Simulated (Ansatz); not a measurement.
# Dielectric response of BaS (110) films

How well do thin rocksalt BaS (110) films screen a perpendicular field?

Main program and level: Ansatz 0.2.0; plane-wave DFT, PBE, Ansatz PAW, in the first sound run; inputs show where later runs differ.

## 1. The structure

The cell holds 10 atoms: 5 Ba and 5 S. Its edges and angles: a = 4.518 Å, b = 6.390 Å, c = 27.037 Å, α = 90.0°, β = 90.0°, γ = 90.0°. It derives from BaS (rocksalt BaS). Vacuum lies along c.

## 2. Relaxation, 10 atoms, units 5

The structure is relaxed first, because levels and dipoles at a surface follow the positions of the outer atoms.

Contents of input.yaml:

```yaml
crystal:
  lattice:
    - [4.51841233, 0.0, 0.0]
    - [0.0, 6.39, 0.0]
    - [0.0, 0.0, 27.0368246636]
  atoms:
    - { symbol: Ba, position: [0.5, 0.5, 0.3328793271] }
    - { symbol: S, position: [0.5, 0.0, 0.3328793271] }
    - { symbol: Ba, position: [0.0, 0.0, 0.4164396635] }
    - { symbol: S, position: [0.0, 0.5, 0.4164396635] }
    - { symbol: Ba, position: [0.5, 0.5, 0.5] }
    - { symbol: S, position: [0.5, 0.0, 0.5] }
    - { symbol: Ba, position: [0.0, 0.0, 0.5835603365] }
    - { symbol: S, position: [0.0, 0.5, 0.5835603365] }
    - { symbol: Ba, position: [0.5, 0.5, 0.6671206729] }
    - { symbol: S, position: [0.5, 0.0, 0.6671206729] }
kpoints:
  mp_grid: { grid: [6, 4, 1] }
hamiltonian:
  xc: pbe
scf:
  occupations: { method: fixed }
  convergence: { dr2_threshold: 1.0e-09 }
efield:
  axis: 3
  dipole_correction: true
  ramp_position: 0.97
  ramp_width: 0.06
relax:
  f_tol: 0.003
  max_steps: 100
output:
  write_potential: true
  write_density: true
  volumetric_format: npy
```

Started as:

```sh
ansatz run input.yaml --threads 4 --pin off --max-ram 8192MiB --backend cpu --events-out ev --progress --plain --runs-dir out
```

Numbers of over 12 decimals in the logs are rounded to 6 here.

The program printed:

```text
Engine: ansatz 0.2.0, aarch64-unknown-linux-gnu
Pseudopotentials: kind: paw
Pseudopotential: Ba, paw, valence charge 10, recommended cutoff 420 eV (normal), Ba.paw.azcp
Pseudopotential: S, paw, valence charge 6, recommended cutoff 420 eV (normal), S.paw.azcp
Functional definition: PBE
  parameter kappa = 0.804
  parameter beta = 0.066725
  exchange = pbe_x(kappa = kappa, mu = beta*pi^2/3)
  correlation = pbe_c(beta = beta)
Crystal: 10 atoms, lattice volume = 780.625 Å³
Basis set: ecut = 420 eV, 15261 PW (Γ), exchange–correlation on 64×90×384 points (8 copies of the dense FFT grid, shifted against one another)
Bands: 50, of which v1, the nominal top of the filled ones, is band 40 counted from 1 (39 counted from 0)
Symmetry: 4 space group operations
k-points: 12 of 24
Non-local potential: Ba, projectors of the file, l = 0: 3, l = 1: 2, l = 2: 2, l = 3: 2
Non-local potential: S, projectors of the file, l = 0: 2, l = 1: 2, l = 2: 2
PAW form: soft (Blöchl's): semilocal exchange-correlation on the pseudo side does not see the compensation charge
PAW one-centre angular grid: Ba, 194 points (default); XC on 64 Gauss nodes
PAW one-centre angular grid: S, 110 points (default); XC on 64 Gauss nodes
Initial density: superposition of atomic densities (neutral atoms: chi_scale 0, normalization atom), corrected by the library's trained network
Initial wavefunctions: pseudopotential atomic-orbital guess
Functional: x = pbe(κ = 0.804, μ = 0.219515), c = pbe(β = 0.066725)
SCF iter   1: F=—  HF=-34276.740079 eV  |F-HF|=—  |Δ(HF+E_count)|=         —  Δρ=9.51e-4  dr2=2.78e-2  ethr=1.77e-3  p=0.000 e·Å  D=5.43e-14 V/Å  ΔV_dip=-0.00 eV  dr2_dipole=2.65e-12  V_vac-E_F(+/−)=3.69/3.69 eV  ⟨swp⟩=8.5  Hψ=3426  notcnv=0  defer=91
efield: sawtooth ramp at fractional position 0.9700 (set: `efield.ramp_position`, or a place that a band, a saddle search or an elastic batch's reference lends), width 0.0600; the density the first Hamiltonian is built on has a dipole p = 0.000 e·Å; the dipole correction subtracts the counter field D = 5.43e-14 V/Å, which shifts the + side's vacuum level by -0.00 eV against the − side's; the planar-averaged density in the ramp window peaks in size at 3.4e-6 e/Å³
preconditioner: auto → Resta (q_TF=auto, 1.866 Å⁻¹)  ε∞=2.1  [insulator: Δε(μ)=1.633 eV  Ē_g=10.692 eV  n_scr=92 (ndim 8)  ℏωp=11.1 eV  f_vac=0.530  ε∞_Penn≈2.1  vacuum switching on, ρ_ref=8.3e-3 e/Å³]
SCF iter   2: F=—  HF=-34276.737034 eV  |F-HF|=—  |Δ(HF+E_count)|=   3.05e-3  Δρ=4.27e-4  dr2=2.97e-3  ethr=3.47e-5  p=0.000 e·Å  D=2.45e-7 V/Å  ΔV_dip=-0.00 eV  dr2_dipole=9.23e-12  V_vac-E_F(+/−)=3.61/3.61 eV  ⟨swp⟩=5.3  Hψ=1186  notcnv=0  defer=96
density mixer auto → msr1: gapped (density of states about μ 0.08 of a free-electron gas's, 92 screened modes)
SCF iter   3: F=—  HF=-34276.737702 eV  |F-HF|=—  |Δ(HF+E_count)|=   6.68e-4  Δρ=1.77e-4  dr2=5.36e-4  ethr=3.72e-6  p=-0.000 e·Å  D=-3.19e-7 V/Å  ΔV_dip=0.00 eV  dr2_dipole=4.45e-13  V_vac-E_F(+/−)=3.59/3.59 eV  ⟨swp⟩=3.8  Hψ=828  notcnv=0  defer=96
SCF iter   4: F=—  HF=-34276.738166 eV  |F-HF|=—  |Δ(HF+E_count)|=   4.64e-4  Δρ=7.65e-5  dr2=1.57e-4  ethr=6.71e-7  p=-0.000 e·Å  D=-3.50e-7 V/Å  ΔV_dip=0.00 eV  dr2_dipole=4.62e-12  V_vac-E_F(+/−)=3.58/3.58 eV  ⟨swp⟩=3.6  Hψ=985  notcnv=0  defer=96
SCF iter   5: F=—  HF=-34276.738201 eV  |F-HF|=—  |Δ(HF+E_count)|=   3.55e-5  Δρ=2.26e-5  dr2=5.73e-6  ethr=1.97e-7  p=0.000 e·Å  D=9.07e-8 V/Å  ΔV_dip=-0.00 eV  dr2_dipole=1.12e-12  V_vac-E_F(+/−)=3.57/3.57 eV  ⟨swp⟩=2.2  Hψ=747  notcnv=0  defer=96
SCF iter   6: F=—  HF=-34276.738358 eV  |F-HF|=—  |Δ(HF+E_count)|=   1.57e-4  Δρ=6.45e-6  dr2=5.92e-7  ethr=7.17e-9  p=-0.000 e·Å  D=-2.84e-7 V/Å  ΔV_dip=0.00 eV  dr2_dipole=5.32e-12  V_vac-E_F(+/−)=3.57/3.57 eV  ⟨swp⟩=2.1  Hψ=1038  notcnv=0  defer=95
SCF iter   7: F=—  HF=-34276.738359 eV  |F-HF|=—  |Δ(HF+E_count)|=   1.43e-7  Δρ=2.04e-6  dr2=5.29e-8  ethr=7.40e-10  p=0.000 e·Å  D=1.38e-7 V/Å  ΔV_dip=-0.00 eV  dr2_dipole=1.47e-12  V_vac-E_F(+/−)=3.57/3.57 eV  ⟨swp⟩=2.0  Hψ=783  notcnv=0  defer=95
SCF iter   8: F=—  HF=-34276.738359 eV  |F-HF|=—  |Δ(HF+E_count)|=   5.60e-8  Δρ=5.02e-7  dr2=3.41e-9  ethr=6.61e-11  p=-0.000 e·Å  D=-2.01e-7 V/Å  ΔV_dip=0.00 eV  dr2_dipole=2.38e-12  V_vac-E_F(+/−)=3.57/3.57 eV  ⟨swp⟩=2.0  Hψ=965  notcnv=0  defer=95
SCF iter   9: F=-34276.738359 eV  HF=-34276.738359 eV  |F-HF|=3.35e-10  |Δ(HF+E_count)|=   1.53e-9  Δρ=1.69e-7  dr2=3.02e-10  ethr=1.25e-12  p=0.000 e·Å  D=1.30e-7 V/Å  ΔV_dip=-0.00 eV  dr2_dipole=1.13e-12  V_vac-E_F(+/−)=3.57/3.57 eV  ⟨swp⟩=8.8  Hψ=3716  notcnv=0
SCF 1 converged in 9 iterations: F = -34276.738359 eV  dr2 = 3.02e-10
  greatest PAW one-centre occupation: 0.955 electrons in one spin orbital (limit 2), on the Ba atom at site 6 (counted from 0), in its partial waves of l = 0
relax step   1: F+E_penalty+E_count = -34276.73835859 eV  Δ(F+E_penalty+E_count) = +0.000e0 eV  max|allowed force component| = 5.207e-1 eV/Å  Δτ_max = 0.0000 Å  (9 SCF iters, accepted)
Initial density: handed on by an earlier stage of this run
Initial wavefunctions: those handed on with the density
iter 1 solved again at ethr=1.95e-4 eV; its pass at ethr=3.10e-3 eV (dr2=1.56e-1 eV) is discarded
SCF iter   1: F=—  HF=-34276.879226 eV  |F-HF|=—  |Δ(HF+E_count)|=         —  Δρ=2.82e-3  dr2=1.62e-1  ethr=1.95e-4  p=0.000 e·Å  D=1.30e-7 V/Å  ΔV_dip=-0.00 eV  dr2_dipole=2.72e-11  V_vac-E_F(+/−)=3.72/3.72 eV  ⟨swp⟩=2.1  Hψ=2401  notcnv=0  defer=86
efield: sawtooth ramp at fractional position 0.9700 (set: `efield.ramp_position`, or a place that a band, a saddle search or an elastic batch's reference lends), width 0.0600; the density the first Hamiltonian is built on has a dipole p = 0.000 e·Å; the dipole correction subtracts the counter field D = 1.30e-7 V/Å, which shifts the + side's vacuum level by -0.00 eV against the − side's; the planar-averaged density in the ramp window peaks in size at 3.8e-8 e/Å³
preconditioner: auto → Resta (q_TF=auto, 1.866 Å⁻¹)  ε∞=2.1  [insulator: Δε(μ)=1.761 eV  Ē_g=10.642 eV  n_scr=92 (ndim 8)  ℏωp=11.1 eV  f_vac=0.540  ε∞_Penn≈2.1  vacuum switching on, ρ_ref=8.2e-3 e/Å³]
SCF iter   2: F=—  HF=-34276.857371 eV  |F-HF|=—  |Δ(HF+E_count)|=   2.19e-2  Δρ=1.20e-3  dr2=1.31e-2  ethr=1.95e-4  p=-0.000 e·Å  D=-8.23e-7 V/Å  ΔV_dip=0.00 eV  dr2_dipole=7.47e-12  V_vac-E_F(+/−)=3.83/3.83 eV  ⟨swp⟩=4.0  Hψ=807  notcnv=0  defer=95  κ⁻¹=1.0e0(r=1)
density mixer auto → broyden: gapped, where msr1 would fit the directions that read negative (density of states about μ 0.07 of a free-electron gas's, 92 screened modes)
[...]
SCF iter   8: F=—  HF=-34276.902155 eV  |F-HF|=—  |Δ(HF+E_count)|=   6.75e-8  Δρ=7.20e-7  dr2=5.00e-9  ethr=5.60e-11  p=-0.000 e·Å  D=-6.31e-8 V/Å  ΔV_dip=0.00 eV  dr2_dipole=7.65e-14  V_vac-E_F(+/−)=3.73/3.73 eV  ⟨swp⟩=2.0  Hψ=937  notcnv=0  defer=78  κ⁻¹=4.7e-7(r=7)
SCF iter   9: F=-34276.902155 eV  HF=-34276.902155 eV  |F-HF|=7.79e-10  |Δ(HF+E_count)|=   7.48e-9  Δρ=2.68e-7  dr2=6.65e-10  ethr=1.25e-12  p=-0.000 e·Å  D=-1.26e-7 V/Å  ΔV_dip=0.00 eV  dr2_dipole=1.44e-13  V_vac-E_F(+/−)=3.73/3.73 eV  ⟨swp⟩=8.1  Hψ=3694  notcnv=0
SCF 3 converged in 9 iterations: F = -34276.902155 eV  dr2 = 6.65e-10
relax step   3: F+E_penalty+E_count = -34276.90215452 eV  Δ(F+E_penalty+E_count) = -3.080e-2 eV  max|allowed force component| = 1.115e-2 eV/Å  Δτ_max = 0.0639 Å  (9 SCF iters, accepted)
[...]
relax step   4: F+E_penalty+E_count = -34276.90229591 eV  Δ(F+E_penalty+E_count) = -1.414e-4 eV  max|allowed force component| = 4.128e-3 eV/Å  Δτ_max = 0.0093 Å  (7 SCF iters, accepted)
SCF iter   1: F=—  HF=-34276.902152 eV  |F-HF|=—  |Δ(HF+E_count)|=         —  Δρ=3.64e-5  dr2=2.56e-5  ethr=4.21e-7  p=0.000 e·Å  D=5.99e-8 V/Å  ΔV_dip=-0.00 eV  dr2_dipole=2.10e-13  V_vac-E_F(+/−)=3.73/3.73 eV  ⟨swp⟩=3.9  Hψ=1153  notcnv=0  defer=92
efield: sawtooth ramp at fractional position 0.9700 (set: `efield.ramp_position`, or a place that a band, a saddle search or an elastic batch's reference lends), width 0.0600; the density the first Hamiltonian is built on has a dipole p = 0.000 e·Å; the dipole correction subtracts the counter field D = 5.99e-8 V/Å, which shifts the + side's vacuum level by -0.00 eV against the − side's; the planar-averaged density in the ramp window peaks in size at 8.3e-8 e/Å³
preconditioner: auto → Resta (q_TF=auto, 1.866 Å⁻¹)  ε∞=2.1  [insulator: Δε(μ)=1.708 eV  Ē_g=10.475 eV  n_scr=92 (ndim 8)  ℏωp=11.1 eV  f_vac=0.537  ε∞_Penn≈2.1  vacuum switching on, ρ_ref=8.0e-3 e/Å³]
SCF iter   2: F=—  HF=-34276.902159 eV  |F-HF|=—  |Δ(HF+E_count)|=   6.45e-6  Δρ=1.77e-5  dr2=3.29e-6  ethr=3.20e-8  p=-0.000 e·Å  D=-1.77e-8 V/Å  ΔV_dip=0.00 eV  dr2_dipole=2.60e-16  V_vac-E_F(+/−)=3.73/3.73 eV  ⟨swp⟩=2.0  Hψ=813  notcnv=0  defer=78  κ⁻¹=1.0e0(r=1)
density mixer auto → broyden: gapped, where msr1 would fit the directions that read negative (density of states about μ 0.07 of a free-electron gas's, 92 screened modes)
SCF iter   3: F=—  HF=-34276.902308 eV  |F-HF|=—  |Δ(HF+E_count)|=   1.49e-4  Δρ=9.85e-6  dr2=9.64e-7  ethr=4.12e-9  p=-0.000 e·Å  D=-1.26e-8 V/Å  ΔV_dip=0.00 eV  dr2_dipole=1.24e-14  V_vac-E_F(+/−)=3.73/3.73 eV  ⟨swp⟩=2.0  Hψ=724  notcnv=0  defer=50  κ⁻¹=6.2e-2(r=2)
SCF iter   4: F=—  HF=-34276.902308 eV  |F-HF|=—  |Δ(HF+E_count)|=   1.84e-7  Δρ=2.38e-6  dr2=5.14e-8  ethr=1.21e-9  p=0.000 e·Å  D=1.49e-8 V/Å  ΔV_dip=-0.00 eV  dr2_dipole=1.00e-14  V_vac-E_F(+/−)=3.73/3.73 eV  ⟨swp⟩=2.5  Hψ=869  notcnv=0  defer=50  κ⁻¹=5.7e-3(r=3)
SCF iter   5: F=—  HF=-34276.902308 eV  |F-HF|=—  |Δ(HF+E_count)|=   3.06e-8  Δρ=7.43e-7  dr2=4.38e-9  ethr=6.43e-11  p=-0.000 e·Å  D=-6.67e-9 V/Å  ΔV_dip=0.00 eV  dr2_dipole=8.37e-16  V_vac-E_F(+/−)=3.73/3.73 eV  ⟨swp⟩=2.0  Hψ=852  notcnv=0  defer=50  κ⁻¹=3.0e-4(r=4)
SCF iter   6: F=-34276.902308 eV  HF=-34276.902308 eV  |F-HF|=5.60e-10  |Δ(HF+E_count)|=   3.98e-9  Δρ=2.38e-7  dr2=4.03e-10  ethr=1.25e-12  p=-0.000 e·Å  D=-1.20e-9 V/Å  ΔV_dip=0.00 eV  dr2_dipole=1.18e-14  V_vac-E_F(+/−)=3.73/3.73 eV  ⟨swp⟩=7.9  Hψ=3567  notcnv=0
SCF 5 converged in 6 iterations: F = -34276.902308 eV  dr2 = 4.03e-10
relax step   5: F+E_penalty+E_count = -34276.90230832 eV  Δ(F+E_penalty+E_count) = -1.241e-5 eV  max|allowed force component| = 6.974e-5 eV/Å  Δτ_max = 0.0019 Å  (6 SCF iters, accepted)
NSCF: frozen V_eff on 12 k-points
the search or the solves at the SCF's close seem to have found levels that the self-consistency loop had missed (the run counts 1). By its estimate they hold under 1e-12 electrons; where the run keeps them, the occupations were computed again with them
WARN: The output density's exchange-correlation potential varies sharply where the density is thin. Do not read a vacuum level from v_tot or v_xc, or from such a field of the output density. On a cell that repeats whose density bears no net charge and no dipole along the vacuum's axis use v_es (v_loc + v_h of the components); under efield.dipole_correction with no amplitude use v_es + v_field, which holds any externa [...]
SCF converged after 6 iterations
Stability not checked: this state was not tested for a lower state beside it, because the mixer in use, unlike msr1, does not test its closes by its own steps (another_mixer; see scf.mixing.algorithm and scf.lower_state_search)
Free energy (F): -34276.902308 eV
Harris-Foulkes:  -34276.902308 eV  (|F-HF|=5.60e-10)
Internal energy: -34276.902308 eV  (E = F + TS)
E sigma→0 (E₀):  -34276.902308 eV
Fermi energy:    0.533268 eV
Dipole field:    D = 0.000000 V/Å  (p = 0.000000 e·Å, saw-weighted, corrected)
Work function:   Φ+ = 3.7323 eV   Φ− = 3.7323 eV
Levels:          The Fermi level and band energies are counted from a zero that moves with the ramp; work functions are not
--- Per-component energies (eV) ---
  E_band       = -731.869706
  E_kinetic    = 1377.833949
  E_local      = -33424.125281  (includes V_loc(G=0)·N_el)
  E_nonlocal   = 425.912758
  E_hartree    = 16106.592217
  E_xc         = -1330.786315
  E_vxc        = -1121.253193  (∫ρ·V_xc dr)
  E_paw        = -29130.450116  (= ΣΔE_a)
  E_vpaw       = -203.421722  (= ΣTr[D̂ρ^β])
  E_aug_tail   = -0.000001  (compensation charges beyond the density's cutoff)
  E_efield     = 0.000000  (sawtooth field / dipole correction)
  E_vefield    = 0.000000  (∫n·V_field dr)
  E_ewald      = 11698.120479
  E_smearing   = -0.000000  (= −TS)
  E_closure    = -0.000000  (closes the sum)
  Σ components = -34276.902308   (vs F -34276.902308, Δ=0.00e0)
--- Forces (eV/Å), atoms counted from 1 ---
  atom   1  Ba     0.00000000     0.00000000     0.00004781
  atom   2  S      0.00000000     0.00000000    -0.00002594
  atom   3  Ba     0.00000000     0.00000000     0.00006973
  atom   4  S      0.00000000     0.00000000    -0.00002910
  atom   5  Ba     0.00000000     0.00000000     0.00000007
  atom   6  S      0.00000000     0.00000000    -0.00000011
  atom   7  Ba     0.00000000     0.00000000    -0.00006966
  atom   8  S      0.00000000     0.00000000     0.00002902
  atom   9  Ba     0.00000000     0.00000000    -0.00004784
  atom  10  S      0.00000000     0.00000000     0.00002592
  max |Σ_I F_I| component: 1.04e-7 eV/Å
--- Band table (eV; the first three rows and the last of 12) ---
  k-point 0: bands = [... 36 lower, 0.1711, 0.2777, 0.3240, 0.5333, 2.2411, 2.5988, 2.8279, 3.1943, ... 6 higher]
  k-point 1: bands = [... 36 lower, -0.1736, 0.2207, 0.2663, 0.4710, 2.3238, 2.7675, 2.9378, 3.2444, ... 6 higher]
  k-point 2: bands = [... 36 lower, -0.2208, 0.1652, 0.2122, 0.4141, 2.4251, 2.9396, 3.0590, 3.3123, ... 6 higher]
  k-point 11: bands = [... 36 lower, -0.2446, -0.0727, 0.0887, 0.1302, 3.5438, 3.5568, 4.0732, 4.1190, ... 6 higher]
--- Relaxed structure (5 steps of the walk, 5 accepted, 0 SCFs on fresh bases) ---
  F+E_penalty+E_count = -34276.90230832 eV   max|allowed force component| = 6.974e-5 eV/Å
  atoms:
    - { symbol: Ba, position: [0.5, 0.5, 0.336435] }
    - { symbol: S, position: [0.5, 0.0, 0.335585] }
    - { symbol: Ba, position: [0.0, 0.0, 0.413078] }
    - { symbol: S, position: [0.0, 0.5, 0.413040] }
    - { symbol: Ba, position: [0.5, 0.5, 0.500000] }
    - { symbol: S, position: [0.5, 0.0, 0.500000] }
    - { symbol: Ba, position: [0.0, 0.0, 0.586922] }
    - { symbol: S, position: [0.0, 0.5, 0.586960] }
    - { symbol: Ba, position: [0.5, 0.5, 0.663565] }
    - { symbol: S, position: [0.5, 0.0, 0.664415] }
```

Wall time 58 s (4 threads of Arm Neoverse V1, shared host); peak memory 1.3 GiB; 3.7 min of CPU time.

Step by step:

| step | energy less that of the first step (eV) | largest force component (eV/Å) |
| --- | --- | --- |
| 1 | 0.0000 | 0.5207 |
| 2 | -0.1330 | 0.2329 |
| 3 | -0.1638 | 0.0111 |
| 4 | -0.1639 | 0.0041 |
| 5 | -0.1639 | 0.0001 |

Forces are held to the 4 operations that the run works with; a distortion that breaks them can't arise in this run.

The atoms that moved most (Å):

| atom | dx | dy | dz | length |
| --- | --- | --- | --- | --- |
| Ba1 | 0.000 | 0.000 | 0.096 | 0.096 |
| Ba9 | 0.000 | 0.000 | -0.096 | 0.096 |
| S8 | 0.000 | 0.000 | 0.092 | 0.092 |
| S4 | 0.000 | 0.000 | -0.092 | 0.092 |
| Ba7 | 0.000 | 0.000 | 0.091 | 0.091 |
| Ba3 | 0.000 | 0.000 | -0.091 | 0.091 |
| S10 | 0.000 | 0.000 | -0.073 | 0.073 |
| S2 | 0.000 | 0.000 | 0.073 | 0.073 |

Numbers from this step:

```
gap on the k-mesh             : 1.708 eV
dipole along the normal       : 3.14e-7 e·Å
ionisation energy, upper face : 3.732 eV
electron affinity, upper face : 2.024 eV
```

Running mean over 2.259 Å of the planar mean; the ramp of the sawtooth is left out. Table of electron's electrostatic potential energy less the highest filled level by z:

z (Å), electron's electrostatic potential energy less the highest filled level (eV) and a bar from the least value:
```
      3.5       3.73 ##############################
      4.0       3.73 ##############################
      4.5       3.73 ##############################
      5.0       3.73 ##############################
      5.5       3.72 ##############################
      6.0       3.70 ##############################
      6.5       3.62 ##############################
      7.0       3.31 ############################
      7.5       2.23 ########################
      8.0       0.32 ###############
      8.5      -1.50 ########
      9.0      -2.46 ####
      9.5      -2.99 #
     10.0      -3.29 
     10.5      -3.21 
     11.0      -2.84 ##
     11.5      -2.56 ###
     12.0      -2.36 ####
     12.5      -2.34 ####
     13.0      -2.49 ###
     13.5      -2.61 ###
     14.0      -2.50 ###
     14.5      -2.34 ####
     15.0      -2.35 ####
     15.5      -2.55 ###
     16.0      -2.82 ##
     16.5      -3.19 
     17.0      -3.30 
     17.5      -3.02 #
     18.0      -2.51 ###
     18.5      -1.60 #######
     19.0       0.17 ###############
     19.5       2.10 #######################
     20.0       3.27 ############################
     20.5       3.60 #############################
     21.0       3.69 ##############################
     21.5       3.72 ##############################
     22.0       3.73 ##############################
     22.5       3.73 ##############################
     23.0       3.73 ##############################
     23.5       3.73 ##############################
```

The relaxation took 5 steps and lowered the energy by 0.16 eV; the largest force on the free atoms ends at 7.0e-5 eV/Å.

The gap is 1.71 eV, with the valence edge 3.73 eV and the conduction edge 2.02 eV under the upper vacuum level.

(Part 1 of 5 ends here.)

[Logs are printed without paths, hosts, clocks, repeated set-up lines and the standing remarks that a program may print on its own settings, such as how far it seeks lower states.]

[Hosts, paths, dates, database ids (printed as entryN), source tags and the programs' standing remarks are cut or masked in the printed files.]

[Maps of the electrostatic potential energy from Ansatz leave out the sawtooth potential of an applied field or a dipole correction, so their vacuum need not be flat; planar profiles and work functions include it.]
